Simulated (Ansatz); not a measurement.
Runs of Ansatz 0.2.0 on Be. The structure is hexagonal, space group P6_3/mmc (No. 194). The conventional cell has a = 2.285 Å, b = 2.285 Å, c = 3.584 Å, α = 90.00°, β = 90.00°, γ = 120.00°. Be (site symmetry -6m2) is surrounded by 12 Be at 2.23 to 2.29 Å. 

| task | level | potentials or basis | k mesh | cutoff (eV) | smearing | driver | mesh quality | gap on the mesh (eV) | pressure (GPa) |
| --- | --- | --- | --- | --- | --- | --- | --- | --- | --- |
| atomic charges | RPBE | Ansatz PAW earlier set | 13 × 13 × 8 | 960 | gaussian 0.01 eV | - | not flagged | 0.13 | 0.2 |
| single point | PBE | Ansatz PAW soft_1 | 13 × 13 × 8 | 420 | fermi-dirac 0.05 eV | - | not flagged | none | -2.8 |
| single point | HSE06+D3(BJ) | PseudoDojo PBEsol | 10 × 10 × 6 | 1197 | fermi-dirac 0.05 eV | chain | not flagged | none | - |
| electron localisation function | PBE0 | JTH PAW | 8 × 8 × 5 | 1080 | fermi-dirac 0.025 eV | - | coarse | none | - |
| single point | PBE | SPMS NC | 13 × 13 × 8 | 707 | cold 0.05 eV | - | not flagged | none | (a) |

Alike in all rows: no spin polarisation; cell as given.

Question: Estimate the missing entries.

Answer: (a) -2.6.

Caveats: some runs use coarse meshes; the potentials were made for another functional, which shifts forces and pressure (some runs); the PAW data sets come from PBE, with cores solved anew for the run's functional, which leaves a small shift of forces and pressure (some runs); pairwise dispersion overbinds metals, which lowers pressure and volume (some runs).

A k mesh can miss the band edges.

A gap of «none» marks a metal or a gap under the smearing width.

Not every run made on this cell is shown here.
